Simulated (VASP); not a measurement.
# Dy (Im-3m) in VASP: notebook

One crystal, Dy, is run at these levels: PBE; tasks: single point.

All numbers are computed with VASP 6.6.1; they aren't measurements. Logs are shortened: lines on timing, memory, paths and dates and some standing lists are left out, and cuts for length are marked.

### Step 1. The crystal as given

Symmetry: Im-3m, No. 229, cubic system. Conventional cell: a = 4.001 Å, b = 4.001 Å, c = 4.001 Å, α = 90.00°, β = 90.00°, γ = 90.00°. Around Dy (site symmetry m-3m) lie 8 Dy at 3.46 Å.

This isn't the form of Dy at room conditions, which is hcp.

### Step 2. Single point, PBE, collinear spin, ferromagnetic start

INCAR reads:

```
SYSTEM = Dy
  ADDGRID = .False.
  ALGO = Normal
  EDIFF = 1E-6
  ENCUT = 400
  GGA = PE
  ISIF = 2
  ISMEAR = 0
  ISPIN = 2
  LASPH = .True.
  LCHARG = .False.
  LMAXMIX = 6
  LORBIT = 11
  LREAL = .False.
  LWAVE = .False.
  MAGMOM = 5
  NELM = 100
  PREC = Accurate
  SIGMA = 0.1
```

KPOINTS reads:

```
k-points
0
Gamma
  14 14 14
  0 0 0
```

POSCAR reads:

```
Dy
1.0
   -2.0003821482      2.0003821482      2.0003821482
    2.0003821482     -2.0003821482      2.0003821482
    2.0003821482      2.0003821482     -2.0003821482
Dy
1
Direct
    0.0000000000      0.0000000000      0.0000000000
```

Potentials or basis: VASP PAW PBE potentials, release 64 (Dy).

On the command line:

```sh
> cat potpaw_PBE.64/Dy/POTCAR > POTCAR
> mpirun -np 1 vasp_std > vasp.out
```

OUTCAR:

```text
SYSTEM = Dy
   EDIFF = 1E-6
   ENCUT = 400
   GGA = PE
   ISIF = 2
   ISMEAR = 0
   ISPIN = 2
   LASPH = .True.
   LORBIT = 11
   LREAL = .False.
   NELM = 100
   PREC = Accurate

 Found    104 irreducible k-points:

 Following reciprocal coordinates:
            Coordinates               Weight
  0.000000  0.000000  0.000000      1.000000
  0.071429  0.000000  0.000000     12.000000
  0.142857  0.000000  0.000000     12.000000
  0.214286  0.000000  0.000000     12.000000
  0.285714  0.000000  0.000000     12.000000
  0.357143  0.000000  0.000000     12.000000
   k-points           NKPTS =    104   k-points in BZ     NKDIM =    104   number of bands    NBANDS=     17
   number of dos      NEDOS =    301   number of ions     NIONS =      1
   total plane-waves  NPLWV =  13824
   dimension x,y,z NGX =    24 NGY =   24 NGZ =   24
   dimension x,y,z NGXF=    48 NGYF=   48 NGZF=   48
   ions per type =               1
   NGX,Y,Z   is equivalent  to a cutoff of  11.52, 11.52, 11.52 a.u.
   NGXF,Y,Z  is equivalent  to a cutoff of  23.03, 23.03, 23.03 a.u.
 SYSTEM =  Dy
   PREC   = accura    normal or accurate (medium, high low for compatibility)
   ISTART =      0    job   : 0-new  1-cont  2-samecut
   ICHARG =      2    charge: 1-file 2-atom 10-const
   ISPIN  =      2    spin polarized calculation?
   LNONCOLLINEAR =      F non collinear calculations
   LSORBIT =      F    spin-orbit coupling
   LASPH  =      T    aspherical Exc in radial PAW
   ENCUT  =  400.0 eV  29.40 Ry    5.42 a.u.   5.65  5.65  5.65*2*pi/ulx,y,z
   NELM   =    100;   NELMIN=  2; NELMDL= -5     # of ELM steps
   EDIFF  = 0.1E-05   stopping-criterion for ELM
   LREAL  =      F    real-space projection
   EDIFFG = 0.1E-04   stopping-criterion for IOM
   NSW    =      0    number of steps for IOM
   IBRION =     -1    ionic relax: 0-MD 1-quasi-New 2-CG
   NFREE  =      0    steps in history (QN), initial steepest desc. (CG)
   ISIF   =      2    stress and relaxation
   ISYM   =      2    0-nonsym 1-usesym 2-fastsym
   POTIM  = 0.5000    time-step for ionic-motion
   TEBEG  =    0.0;   TEEND  =   0.0 temperature during run
   PSTRESS=    0.0 pullay stress
   NELECT =      20.0000    total number of electrons
   NUPDOWN=      -1.0000    fix difference up-down
   EMIN   =  10.00;   EMAX   =-10.00  energy-range for DOS
   EFERMI =   0.00;   METHOD = LEGACY
   ISMEAR =     0;   SIGMA  =   0.10  broadening in eV -4-tet -1-fermi 0-gaus
   EFERMI_NEDOS =   21; number of points for ismear=-14 and -15
   IALGO  =     38    algorithm
   IMIX   =      4    mixing-type and parameters
     AMIX     =   0.40;   BMIX     =  1.00
     AMIX_MAG =   1.60;   BMIX_MAG =  1.00
  volume/ion in A,a.u.               =      32.02       216.07
  Fermi-wavevector in a.u.,A,eV,Ry     =   1.399432  2.644543 26.645792  1.958410
  Thomas-Fermi vector in A             =   2.522492
   LORBIT       =     11    0 simple, 1 ext, 2 COOP (PROOUT), +10 PAW based schemes
   GGA     = PE    functional components
   LHFCALC =     F    Hartree Fock is set to
   AEXX    =    0.0000 exact exchange contribution
   IVDW    =     0    specifies the selected vdW correction
   LEPSILON=     F    determine dielectric tensor
   LRPA    =     F    only Hartree local field effects (RPA)
 spin polarized calculation
 Gauss-broadening in eV      SIGMA  =   0.10
  energy-cutoff  :      400.00
  volume of cell :       32.02
 maximum number of plane-waves:       603
   NGX = 11   NGY = 11   NGZ = 11

 number of electron      20.0000012 magnetization       4.4650511

 Free energy of the ion-electron system (eV)
  ---------------------------------------------------
  ext. energy  EPLUGINS =         0.00000000
  ---------------------------------------------------
  free energy    TOTEN  =        -7.91262155 eV

  energy without entropy =       -7.88769232  energy(sigma->0) =       -7.90015693

 E-fermi :   2.8522     XC(G=0): -10.0662

 val. band max:        2.8498175294   @ k =  -0.3571  -0.4286   0.0714
 cond. band min:       2.8534594364   @ k =  -0.4286   0.4286   0.4286
 fundamental gap:      0.0036419070
 Fermi energy:         2.8522388893

 spin component 1

 k-point     1 :       0.0000    0.0000    0.0000
  band No.  band energies     occupation
      1     -44.1728      1.00000
      2     -19.7111      1.00000
      3     -19.7111      1.00000
      4     -19.7111      1.00000
      5      -2.2494      1.00000
      6      -0.4346      1.00000
[... 9 lines left out ...]
     16       6.9912      0.00000
     17       6.9912      0.00000

 k-point     2 :       0.0714    0.0000    0.0000
  band No.  band energies     occupation
      1     -44.1698      1.00000
      2     -19.7465      1.00000
      3     -19.7218      1.00000
      4     -19.7111      1.00000
      5      -2.1009      1.00000
      6      -0.4391      1.00000
[... 9 lines left out ...]
     16       6.8210      0.00000
     17       6.9944      0.00000
[... 61 lines left out ...]
 k-point     6 :       0.3571    0.0000    0.0000
  band No.  band energies     occupation
      1     -44.1254      1.00000
      2     -20.2639      1.00000
      3     -19.8875      1.00000
      4     -19.7144      1.00000
      5      -0.5045      1.00000
      6      -0.4738      1.00000
[... 9 lines left out ...]
     16       7.4540      0.00000
     17       8.3380      0.00000

 [... further k-points ...]

 spin component 2

 k-point     1 :       0.0000    0.0000    0.0000
  band No.  band energies     occupation
      1     -42.1674      1.00000
      2     -18.2573      1.00000
      3     -18.2572      1.00000
      4     -18.2572      1.00000
      5      -2.1364      1.00000
      6       2.5877      0.99991
[... 9 lines left out ...]
     16       7.5565      0.00000
     17       7.5565      0.00000

 k-point     2 :       0.0714    0.0000    0.0000
  band No.  band energies     occupation
      1     -42.1640      1.00000
      2     -18.2991      1.00000
      3     -18.2696      1.00000
      4     -18.2574      1.00000
      5      -1.9821      1.00000
      6       2.5847      0.99992
[... 9 lines left out ...]
     16       7.3680      0.00000
     17       7.5595      0.00000
[... 61 lines left out ...]
 k-point     6 :       0.3571    0.0000    0.0000
  band No.  band energies     occupation
      1     -42.1113      1.00000
      2     -18.9029      1.00000
      3     -18.4592      1.00000
      4     -18.2618      1.00000
      5       0.4796      1.00000
      6       2.6170      0.99956
[... 9 lines left out ...]
     16       8.0557      0.00000
     17       8.9477      0.00000

 [... further k-points ...]
[... 5 lines left out ...]
  --------------------------------------------------------------------------------------
  -------------------------------------------------------------------------------------
  Total        0.1715551      0.1715551      0.1715551     -0.0000000      0.0000000      0.0000000
  in kB        8.5845080      8.5845080      8.5845080     -0.0000000      0.0000000      0.0000000
  external PRESSURE =       8.5845080 kB  Pullay stress =       0.0000000 kB

 VOLUME and BASIS-vectors are now :
 -----------------------------------------------------------------------------
  energy-cutoff  :      400.00
  volume of cell :       32.02
      direct lattice vectors                 reciprocal lattice vectors
    -2.000382148  2.000382148  2.000382148     0.000000000  0.249952241  0.249952241
     2.000382148 -2.000382148  2.000382148     0.249952241  0.000000000  0.249952241
     2.000382148  2.000382148 -2.000382148     0.249952241  0.249952241  0.000000000

 POSITION                                       TOTAL-FORCE (eV/Angst)
 -----------------------------------------------------------------------------------
      0.00000      0.00000      0.00000        -0.000000     -0.000000     -0.000000
 -----------------------------------------------------------------------------------
    total drift:                                0.000000      0.000000      0.000000

  FREE ENERGIE OF THE ION-ELECTRON SYSTEM (eV)
  ---------------------------------------------------
  free  energy   TOTEN  =        -7.9126215469 eV

  energy  without entropy=       -7.8876923166  energy(sigma->0) =       -7.90015693

 total charge

# of ion       s       p       d       f       tot
--------------------------------------------------
    1        2.163   5.809   0.474   9.342  17.788

 magnetization (x)

# of ion       s       p       d       f       tot
--------------------------------------------------
    1        0.007  -0.064   0.006   4.493   4.442
```

stdout:

```text
POSCAR found type information on POSCAR Dy
 POSCAR found :  1 types and       1 ions
 scaLAPACK will be used
 LDA part: xc-table for (Slater+PW92), standard interpolation
 POSCAR, INCAR and KPOINTS ok, starting setup
 FFT: planning ... GRIDC
 FFT: planning ... GRID_SOFT
 FFT: planning ... GRID
 WAVECAR not read
 entering main loop
```

Wall time 81 s (1 thread of Intel Xeon Platinum 8488C (Sapphire Rapids), shared host); peak memory 0.2 GiB.

The run converged, but some of its settings lie outside the range that counts as converged, so its numbers aren't taken as properties of the crystal.

What came out:

- Free energy: -7.9126 eV
- Pressure: 0.9 GPa
- Band gap on the k mesh: none (metal or under the smearing width)
- Net moment: 4.47 μB per cell
- Site moments: Dy +4.44 μB
- Valence electrons inside the program's atomic spheres: Dy 17.79

Caveat: the cutoff is under 1.25 times the usual one of these potentials, so pressure, stress and relaxed cells hold a basis-set (Pulay) error; the magnetic or orbital state may not be the lowest; spin-orbit coupling is left out, which moves the levels of the heavy elements.

### Step 3. Single point, PBE, collinear spin, ferromagnetic start

Edit INCAR of step 2 so:

```diff
@@ -18,2 +18,2 @@
   PREC = Accurate
-  SIGMA = 0.1
+  SIGMA = 0.05
```

KPOINTS is that of step 2.

POSCAR is that of step 2.

Potentials or basis: VASP PAW PBE potentials, release 64 (Dy).

On the command line:

```sh
> cat potpaw_PBE.64/Dy/POTCAR > POTCAR
> mpirun -np 1 vasp_std > vasp.out
```

OUTCAR:

```text
SYSTEM = Dy
   EDIFF = 1E-6
   ENCUT = 400
   GGA = PE
   ISIF = 2
   ISMEAR = 0
   ISPIN = 2
   LASPH = .True.
   LORBIT = 11
   LREAL = .False.
   NELM = 100
   PREC = Accurate

 Found    104 irreducible k-points:

 Following reciprocal coordinates:
            Coordinates               Weight
  0.000000  0.000000  0.000000      1.000000
  0.071429  0.000000  0.000000     12.000000
  0.142857  0.000000  0.000000     12.000000
  0.214286  0.000000  0.000000     12.000000
  0.285714  0.000000  0.000000     12.000000
  0.357143  0.000000  0.000000     12.000000
   k-points           NKPTS =    104   k-points in BZ     NKDIM =    104   number of bands    NBANDS=     17
   number of dos      NEDOS =    301   number of ions     NIONS =      1
   total plane-waves  NPLWV =  13824
   dimension x,y,z NGX =    24 NGY =   24 NGZ =   24
   dimension x,y,z NGXF=    48 NGYF=   48 NGZF=   48
   ions per type =               1
   NGX,Y,Z   is equivalent  to a cutoff of  11.52, 11.52, 11.52 a.u.
   NGXF,Y,Z  is equivalent  to a cutoff of  23.03, 23.03, 23.03 a.u.
 SYSTEM =  Dy
   PREC   = accura    normal or accurate (medium, high low for compatibility)
   ISTART =      0    job   : 0-new  1-cont  2-samecut
   ICHARG =      2    charge: 1-file 2-atom 10-const
   ISPIN  =      2    spin polarized calculation?
   LNONCOLLINEAR =      F non collinear calculations
   LSORBIT =      F    spin-orbit coupling
   LASPH  =      T    aspherical Exc in radial PAW
   ENCUT  =  400.0 eV  29.40 Ry    5.42 a.u.   5.65  5.65  5.65*2*pi/ulx,y,z
   NELM   =    100;   NELMIN=  2; NELMDL= -5     # of ELM steps
   EDIFF  = 0.1E-05   stopping-criterion for ELM
   LREAL  =      F    real-space projection
   EDIFFG = 0.1E-04   stopping-criterion for IOM
   NSW    =      0    number of steps for IOM
   IBRION =     -1    ionic relax: 0-MD 1-quasi-New 2-CG
   NFREE  =      0    steps in history (QN), initial steepest desc. (CG)
   ISIF   =      2    stress and relaxation
   ISYM   =      2    0-nonsym 1-usesym 2-fastsym
   POTIM  = 0.5000    time-step for ionic-motion
   TEBEG  =    0.0;   TEEND  =   0.0 temperature during run
   PSTRESS=    0.0 pullay stress
   NELECT =      20.0000    total number of electrons
   NUPDOWN=      -1.0000    fix difference up-down
   EMIN   =  10.00;   EMAX   =-10.00  energy-range for DOS
   EFERMI =   0.00;   METHOD = LEGACY
   ISMEAR =     0;   SIGMA  =   0.05  broadening in eV -4-tet -1-fermi 0-gaus
   EFERMI_NEDOS =   21; number of points for ismear=-14 and -15
   IALGO  =     38    algorithm
   IMIX   =      4    mixing-type and parameters
     AMIX     =   0.40;   BMIX     =  1.00
     AMIX_MAG =   1.60;   BMIX_MAG =  1.00
  volume/ion in A,a.u.               =      32.02       216.07
  Fermi-wavevector in a.u.,A,eV,Ry     =   1.399432  2.644543 26.645792  1.958410
  Thomas-Fermi vector in A             =   2.522492
[... 21 lines left out ...]
  free energy    TOTEN  =        -7.90285978 eV

  energy without entropy =       -7.89567681  energy(sigma->0) =       -7.89926829

 E-fermi :   2.8590     XC(G=0): -10.0650

 val. band max:        2.8581142399   @ k =  -0.3571   0.5000   0.2143
 cond. band min:       2.8600245229   @ k =   0.5000   0.5000   0.2857
 fundamental gap:      0.0019102830
 Fermi energy:         2.8590123002

 spin component 1

 k-point     1 :       0.0000    0.0000    0.0000
  band No.  band energies     occupation
      1     -44.1522      1.00000
      2     -19.6932      1.00000
      3     -19.6932      1.00000
      4     -19.6932      1.00000
      5      -2.2303      1.00000
      6      -0.4004      1.00000
[... 97 lines left out ...]
      4     -19.6965      1.00000
      5      -0.4706      1.00000
      6      -0.4398      1.00000
[... 9 lines left out ...]
     16       7.4678      0.00000
     17       8.3535      0.00000

 [... further k-points ...]

 spin component 2

 k-point     1 :       0.0000    0.0000    0.0000
  band No.  band energies     occupation
      1     -42.1565      1.00000
      2     -18.2505      1.00000
      3     -18.2504      1.00000
      4     -18.2504      1.00000
      5      -2.1537      1.00000
      6       2.6115      1.00000
[... 97 lines left out ...]
      4     -18.2550      1.00000
      5       0.4640      1.00000
      6       2.6363      1.00000
[... 9 lines left out ...]
     16       8.0512      0.00000
     17       8.9445      0.00000

 [... further k-points ...]
[... 5 lines left out ...]
  --------------------------------------------------------------------------------------
  -------------------------------------------------------------------------------------
  Total        0.2826545      0.2826545      0.2826545      0.0000000      0.0000000      0.0000000
  in kB       14.1438501     14.1438501     14.1438501      0.0000000      0.0000000      0.0000000
  external PRESSURE =      14.1438501 kB  Pullay stress =       0.0000000 kB

 VOLUME and BASIS-vectors are now :
 -----------------------------------------------------------------------------
  energy-cutoff  :      400.00
  volume of cell :       32.02
      direct lattice vectors                 reciprocal lattice vectors
    -2.000382148  2.000382148  2.000382148     0.000000000  0.249952241  0.249952241
     2.000382148 -2.000382148  2.000382148     0.249952241  0.000000000  0.249952241
     2.000382148  2.000382148 -2.000382148     0.249952241  0.249952241  0.000000000

 POSITION                                       TOTAL-FORCE (eV/Angst)
 -----------------------------------------------------------------------------------
      0.00000      0.00000      0.00000         0.000000      0.000000      0.000000
 -----------------------------------------------------------------------------------
    total drift:                                0.000000      0.000000      0.000000

  FREE ENERGIE OF THE ION-ELECTRON SYSTEM (eV)
  ---------------------------------------------------
  free  energy   TOTEN  =        -7.9028597806 eV

  energy  without entropy=       -7.8956768077  energy(sigma->0) =       -7.89926829

 total charge

# of ion       s       p       d       f       tot
--------------------------------------------------
    1        2.163   5.810   0.473   9.341  17.787

 magnetization (x)

# of ion       s       p       d       f       tot
--------------------------------------------------
    1        0.007  -0.067  -0.005   4.492   4.428
```

OSZICAR:

```text
N       E                     dE             d eps       ncg     rms          rms(c)
DAV:   1     0.861469156994E+02    0.86147E+02   -0.62356E+03  8672   0.469E+03
DAV:   2     0.392682609211E+01   -0.82220E+02   -0.76484E+02  8812   0.302E+02
DAV:   3    -0.547188491540E+01   -0.93987E+01   -0.89793E+01  9983   0.830E+01
DAV:   4    -0.685741606331E+01   -0.13855E+01   -0.13583E+01 13739   0.249E+01
[... 15 lines left out ...]
DAV:  20    -0.790379968313E+01    0.31836E-03   -0.53493E-04 11386   0.612E-01    0.125E+00
DAV:  21    -0.790292666549E+01    0.87302E-03   -0.84772E-04  9557   0.815E-01    0.437E-01
DAV:  22    -0.790292796488E+01   -0.12994E-05   -0.10478E-04 12084   0.140E-01    0.321E-01
DAV:  23    -0.790285923022E+01    0.68735E-04   -0.37789E-05 10825   0.148E-01    0.252E-01
DAV:  24    -0.790285978056E+01   -0.55034E-06   -0.85227E-06 11950   0.594E-02
   1 F= -.79028598E+01 E0= -.78992683E+01  d E =-.718297E-02  mag=     4.4227
```

Run time: 72 s. Hardware: 1 thread of Intel Xeon Platinum 8488C (Sapphire Rapids), shared host; peak memory 0.2 GiB.

These settings aren't checked as converged: the numbers below hold their error.

What came out:

```
Free energy                                           : -7.9029 eV
Pressure                                              : 1.4 GPa
Band gap on the k mesh                                : none (metal or under the smearing width)
Net moment                                            : 4.42 μB per cell
Site moments                                          : Dy +4.43 μB
Valence electrons inside the program's atomic spheres : Dy 17.79
```

Caveat: the cutoff is under 1.25 times the usual one of these potentials, so pressure, stress and relaxed cells hold a basis-set (Pulay) error; the magnetic or orbital state may not be the lowest; spin-orbit coupling is left out, which moves the levels of the heavy elements.
